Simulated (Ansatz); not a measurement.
# CoSi2/Si/NiSi2: predicting the conductance of a thicker barrier

Set-up. Ansatz 0.2.0, plane waves with PAW datasets, PBE. Interfaces are relaxed in a short slab (with D3(BJ) where the barrier is layered), set between ideal electrode layers that go on as semi-infinite leads, and the zero-bias conductance G at 300 K comes from T(E) on a typed mesh. The error is the largest of the program's estimates from energy step, mesh, the leads' potential steps and neutrality; its separate bound for narrow resonances between the energies solved isn't counted and can be far larger. The lower electrode is CoSi2 (fluorite 111), the upper NiSi2 (fluorite 111) and the barrier Si (diamond 111), on a net of side 3.79 Å; d is the distance between the electrodes' last planes.

The runs shown:

```
planes in the barrier  d (Å)  G (S/m²)  error (%)  lead step (meV)
                    4   8.74   8.83e13         11                5
                    6  11.93   4.62e13         12                6
                    8  15.12   2.35e13         13                6
                   12  21.50   6.57e12         26                6
```

**Question.** A further run has 14 planes, d = 24.69 Å. Fit G ∝ exp(−βd) to the rows shown and predict its conductance.

Working: Take y = ln G: 32.11, 31.46, 30.79 and 29.51. The means are d = 14.32 Å and y = 30.97; Σ(Δd Δy) = −18.16 and Σ(Δd)² = 89.04, so the slope is −0.204 Å⁻¹ (β = 0.204 Å⁻¹). At d = 24.69 Å, y = 30.97 − 0.204 × 10.37 = 28.85, or G = 3.40e12 S/m².

What the calculation gave: The run gave 3.58e12 S/m², with an error estimate of 39 % and a lead step of 6 meV. The prediction is 0.95 times that, a miss under 10 %.

**Limits.** The interfaces are ideal, one cell wide, strained to a common net and relaxed from one registry with their symmetry kept. PBE's gaps are too small, so true decay constants are likely larger where the Fermi level lies deep in a gap. No spin-orbit coupling, phonons, disorder or image charges enter. The rows shown are chosen by tests on error estimates (under 100 to 120 %), lead steps (under 150 meV, though the program warns over 25), intact interfaces and, for fits, a steady trend in the rows shown; the data set holds 414 series of this kind, and not all pass.

[Logs are printed without paths, hosts, clocks, repeated set-up lines and the standing remarks that a program may print on its own settings, such as how far it seeks lower states.]
